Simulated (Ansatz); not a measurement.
**AlP: hydrostatic pressure series**

All numbers below come from DFT PBEsol, scalar-relativistic, plane waves, PAW (Ansatz 0.2.0). Settings: 420 eV cutoff, 8×8×8 k-mesh, Gaussian smearing of 0.02 eV, no spin polarisation.

The relaxed crystal:

```yaml
crystal:
  lattice:
    - [0.00000, 2.73556, 2.73556]
    - [2.73556, 0.00000, 2.73556]
    - [2.73556, 2.73556, 0.00000]
  atoms:
    - { symbol: Al, position: [0.00000, 0.00000, 0.00000] }
    - { symbol: P, position: [0.75000, 0.75000, 0.75000] }
```

Cell and atoms are relaxed at each pressure within the symmetry of the start, at zero temperature, so transitions that lower the symmetry aren't seen. The k-mesh given is that at zero pressure and may differ at others. a, b and c are the lengths of the cell vectors above. ΔH is E + PV over the energy at zero pressure. Gaps are Kohn–Sham gaps over the whole zone.

| P (GPa) | V (Å³/atom) | V/V0 | a (Å) | b (Å) | c (Å) | ΔH (eV/atom) | gap (eV) |
| --- | --- | --- | --- | --- | --- | --- | --- |
| -3 | 21.24 | 1.038 | 3.916 | 3.916 | 3.916 | -0.390 | 1.52 |
| 0 | 20.47 | 1.000 | 3.869 | 3.869 | 3.869 | 0.000 | 1.45 |
| 3 | 19.81 | 0.968 | 3.827 | 3.827 | 3.827 | 0.377 | 1.39 |
| 8 | 18.91 | 0.924 | 3.768 | 3.768 | 3.768 | 0.981 | 1.29 |
| 15 | 17.92 | 0.876 | 3.701 | 3.701 | 3.701 | 1.784 | 1.16 |
| 30 | 16.41 | 0.801 | 3.594 | 3.594 | 3.594 | 3.387 | 0.93 |
| 60 | 14.47 | 0.707 | 3.446 | 3.446 | 3.446 | 6.262 | 0.55 |